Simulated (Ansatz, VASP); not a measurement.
# KF in VASP and in Ansatz

The input INCAR:

```
PREC = Accurate ; ENCUT = 520
EDIFF = 1E-6 ; ISMEAR = 0
SIGMA = 0.02 ; LREAL = F
LASPH = T ; NELM = 80
ALGO = Normal ; ISIF = 2
LWAVE = F ; LCHARG = F
GGA = PE ; NBANDS = 15
```

KPOINTS

```
regular mesh
0
Gamma
  8 8 8
```

The input POSCAR:

```
KF
1.0
    0.0000000000      2.7635275813      2.7635275813
    2.7635275813      0.0000000000      2.7635275813
    2.7635275813      2.7635275813      0.0000000000
K F
1 1
Direct
    0.5000000000      0.5000000000      0.5000000000
    0.0000000000      0.0000000000      0.0000000000
```

Input for Ansatz:

```yaml
crystal:
  lattice:
    - [0.0, 2.7635275813, 2.7635275813]
    - [2.7635275813, 0.0, 2.7635275813]
    - [2.7635275813, 2.7635275813, 0.0]
  atoms:
    - { symbol: K, position: [0.5, 0.5, 0.5] }
    - { symbol: F, position: [0.0, 0.0, 0.0] }
basis:
  ecutwfc: 420
kpoints:
  mp_grid: { grid: [8, 8, 8] }
hamiltonian:
  xc: pbe
scf:
  occupations: { method: gaussian, width: 0.02 }
output:
  forces: true
  stress: true
  eigenvalues: true
```

Alike in both runs: task single point; functional PBE; k mesh 8 × 8 × 8; occupations gaussian, width 0.02 eV; no spin polarisation.

|  | VASP | Ansatz |
| --- | --- | --- |
| version | VASP 6.6.1 | Ansatz 0.2.0 |
| potentials or method | VASP PAW PBE potentials, release 64 (K_sv, F) | scalar-relativistic, plane waves, PAW |
| plane-wave cutoff (eV) | 520 | 420 |
| valence electrons in the cell | 16 | 16 |

|  | VASP | Ansatz | Ansatz less VASP |
| --- | --- | --- | --- |
| gap on the k mesh at the Fermi level (eV) | 5.67 | 5.68 | +0.015 |
| least direct gap on the mesh (eV) | 5.67 | 5.68 | +0.015 |
| pressure (GPa) | -1.5 | -1.5 | +0.02 |

A k mesh can miss the band edges.
